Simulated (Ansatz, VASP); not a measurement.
CuO in VASP and in Ansatz

The input INCAR:

```
SYSTEM = CuO
PREC = Accurate ; ENCUT = 520
EDIFF = 1E-6 ; ISMEAR = -1
SIGMA = 0.05 ; LREAL = .False.
LASPH = .True. ; NELM = 80
ALGO = Normal ; ISIF = 2
LWAVE = .False. ; LCHARG = .False.
GGA = PS ; NBANDS = 25
```

File KPOINTS:

```
Automatic mesh
0
Gamma
  9 9 5
  0 0 0
```

Contents of POSCAR:

```
CuO
1.0
    2.8601748718      0.0000000000      0.0000000000
    0.0388105168      2.8599548740      0.0000000000
    0.0173779641      0.0171291597      5.1415976211
Cu O
2 2
Direct
    0.0000000000      0.5000000000      0.0000000000
    0.5000000000      0.0000000000      0.5000000000
    0.9984239700      0.0016717800      0.7498871000
    0.0015760300      0.9983282200      0.2501129000
```

Contents of input.yaml:

```yaml
crystal:
  lattice:
    - [2.8601748718, 0.0, 0.0]
    - [0.0388105168, 2.859954874, 0.0]
    - [0.0173779641, 0.0171291597, 5.1415976211]
  atoms:
    - { symbol: Cu, position: [0.0, 0.5, 0.0] }
    - { symbol: Cu, position: [0.5, 0.0, 0.5] }
    - { symbol: O, position: [0.99842397, 0.00167178, 0.7498871] }
    - { symbol: O, position: [0.00157603, 0.99832822, 0.2501129] }
hamiltonian:
  xc: pbesol
  pseudopotentials: { kind: paw }
kpoints:
  mp_grid: { grid: [9, 9, 5] }
scf:
  occupations: { method: fermi_dirac, width: 0.05 }
output:
  forces: true
  stress: true
  eigenvalues: true
```

The cell comes from a database or a generator and needn't be the stable form of this composition.

Alike in both runs: task single point; functional PBEsol; k mesh 9 × 9 × 5; occupations fermi-dirac, width 0.05 eV; no spin polarisation.

```csv
,VASP,Ansatz
version,VASP 6.6.1,Ansatz 0.2.0
potentials or method,"VASP PAW PBE potentials, release 64 (Cu, O)",Ansatz PAW
plane-wave cutoff (eV),520,420
valence electrons in the cell,34,50
```

```tsv
	VASP	Ansatz	Ansatz less VASP
gap on the k mesh at the Fermi level (eV)	none	none	-
pressure (GPa)	2.3	1.5	-0.78
largest component of the traceless stress (GPa)	1.38	1.71	+0.337
rms of the force components (eV/Å)	0.005	0.005	-0.0003
```

Atom by atom the forces differ by 0.001 eV/Å (rms over components). A gap of «none» marks a metal or a gap that the smearing closes. The two sets of potentials don't hold the same shells in valence.

Caveats: the run has no spin polarisation, though such a crystal can be magnetic; semilocal functionals often make such compounds metallic where correlation or magnetic order opens a gap, which also shifts bond lengths; the PAW data sets were made with another functional, which shifts forces and pressure a little (VASP); the pressure holds a Pulay correction of +0.7 GPa for the finite cutoff (Ansatz); the PAW data sets come from PBE, with cores solved anew for the run's functional, which leaves a small shift of forces and pressure (Ansatz).
